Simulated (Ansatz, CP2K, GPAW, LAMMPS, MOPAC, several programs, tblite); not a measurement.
Many methods on one cell: CdSe (NiAs type)

CdSe, NiAs type, relaxed with r2SCAN in Ansatz, was computed with several methods. The symmetry is P6_3/mmc (No. 194, hexagonal); a = 4.019 Å, c = 6.659 Å in the conventional setting, 23.29 Å³ an atom. Cd is surrounded by 6 Se at 2.86 Å; Se is surrounded by 6 Cd at 2.86 Å. These are computed values for a spin-unpolarised cell that may be hypothetical; none is a measurement.

```
Cd Se
1.0
     4.01935    0.00000    0.00000
    -2.00968    3.48086    0.00000
     0.00000    0.00000    6.65873
Cd Se
2 2
Direct
  0.00000 0.00000 0.00000
  0.00000 0.00000 0.50000
  0.33333 0.66667 0.25000
  0.66667 0.33333 0.75000
```

Gaps and times are for a single point on this cell; volume and bulk modulus come from each method's own relaxation or energy curve at fixed shape, which is too stiff where a cell has free coordinates or axes. Times are rough, from shared hosts (Arm Neoverse V2), and each method has its own mesh and cell size. A dagger marks a closed or tiny gap in a crystal that DFT finds insulating: a failure of the method or a wrong SCF state. A double dagger marks a value from a curve with shape and coordinates held. A star marks a curve whose lowest point is an end point. PM6 (MOPAC), PM7 (MOPAC), GFN1-xTB (tblite), GFN2-xTB (tblite) treat a cluster of cells at its zone centre, which samples few k points: where these miss a band edge, the gap comes out too large for that reason alone. Gaps from k meshes are read at a limited set of points (mesh, symmetry points, PBE's band edges), so each method's own least gap may be somewhat smaller. Force fields have no electrons; where one was fitted to this phase, its volume and modulus reflect the fit. xTB and the PM methods were fitted mostly to molecules, and can miss a solid's gap by electronvolts. Minimal bases can be far off for gaps. d marks a direct gap, i an indirect one (no mark: not told apart), a dash a value that wasn't computed or didn't pass its checks.

```json
{"method": "CdTeZnSeHgS0.sw (LAMMPS)", "kind": "force field", "gap (eV)": "–", "own volume (Å³/atom)": "–", "bulk modulus (GPa)": "–", "atoms computed": "4", "processor time": "0.11 s"}
{"method": "CdTeSe.bop.table (LAMMPS)", "kind": "force field", "gap (eV)": "–", "own volume (Å³/atom)": "21.87", "bulk modulus (GPa)": "86‡", "atoms computed": "4", "processor time": "0.13 s"}
{"method": "light PBE (260 eV and a coarse mesh)", "kind": "light plane-wave", "gap (eV)": "overlap 0.03", "own volume (Å³/atom)": "–", "bulk modulus (GPa)": "–", "atoms computed": "4", "processor time": "1.8 s"}
{"method": "PM7 (MOPAC)", "kind": "semi-empirical", "gap (eV)": "3.49", "own volume (Å³/atom)": "25.88*‡", "bulk modulus (GPa)": "161*‡", "atoms computed": "72", "processor time": "2.9 s"}
{"method": "GFN1-xTB (tblite)", "kind": "tight binding", "gap (eV)": "0.03†", "own volume (Å³/atom)": "24.31‡", "bulk modulus (GPa)": "53‡", "atoms computed": "72", "processor time": "3.2 s"}
{"method": "GFN2-xTB (tblite)", "kind": "tight binding", "gap (eV)": "0.16†", "own volume (Å³/atom)": "–", "bulk modulus (GPa)": "–", "atoms computed": "72", "processor time": "5.1 s"}
{"method": "PBE/SZV (CP2K)", "kind": "small basis", "gap (eV)": "overlap 0.02†", "own volume (Å³/atom)": "25.51*‡", "bulk modulus (GPa)": "57*‡", "atoms computed": "4", "processor time": "6.7 s"}
{"method": "PBE", "kind": "semilocal", "gap (eV)": "overlap 0.03", "own volume (Å³/atom)": "23.94", "bulk modulus (GPa)": "60‡", "atoms computed": "4", "processor time": "9.8 s"}
{"method": "PM6 (MOPAC)", "kind": "semi-empirical", "gap (eV)": "2.30", "own volume (Å³/atom)": "–", "bulk modulus (GPa)": "–", "atoms computed": "72", "processor time": "15 s"}
{"method": "PBE/DZVP (CP2K)", "kind": "small basis", "gap (eV)": "overlap 0.03†", "own volume (Å³/atom)": "24.33‡", "bulk modulus (GPa)": "58‡", "atoms computed": "4", "processor time": "21 s"}
{"method": "r2SCAN", "kind": "semilocal", "gap (eV)": "0.55 i", "own volume (Å³/atom)": "23.29", "bulk modulus (GPa)": "69‡", "atoms computed": "4", "processor time": "28 s"}
{"method": "PBE/single zeta (GPAW)", "kind": "small basis", "gap (eV)": "overlap 0.02†", "own volume (Å³/atom)": "–", "bulk modulus (GPa)": "–", "atoms computed": "4", "processor time": "39 s"}
```

Against r2SCAN (0.55 eV) and with closed or daggered gaps left aside, the nearest gap at the points sampled is that of PM6 (MOPAC) (+1.75 eV) and the farthest that of PM7 (MOPAC) (+2.94 eV). r2SCAN is only a yardstick of convenience: semilocal gaps usually lie below measured ones, which GLLB-SC and hybrids aim to mend.

Volumes against r2SCAN's: CdTeSe.bop.table (LAMMPS) -6.1 %, PBE +2.8 %.

Relaxed on its own, the cell leaves this structure with CdTeZnSeHgS0.sw (LAMMPS), so no volume is listed.

With PBE the bands overlap or touch, or nearly. Semilocal functionals can close a real gap, so this doesn't show a metal; small gaps of other methods may in turn close between the points read or with spin-orbit coupling, and the solid may be a semimetal.

The runs are scalar-relativistic, without spin-orbit coupling.
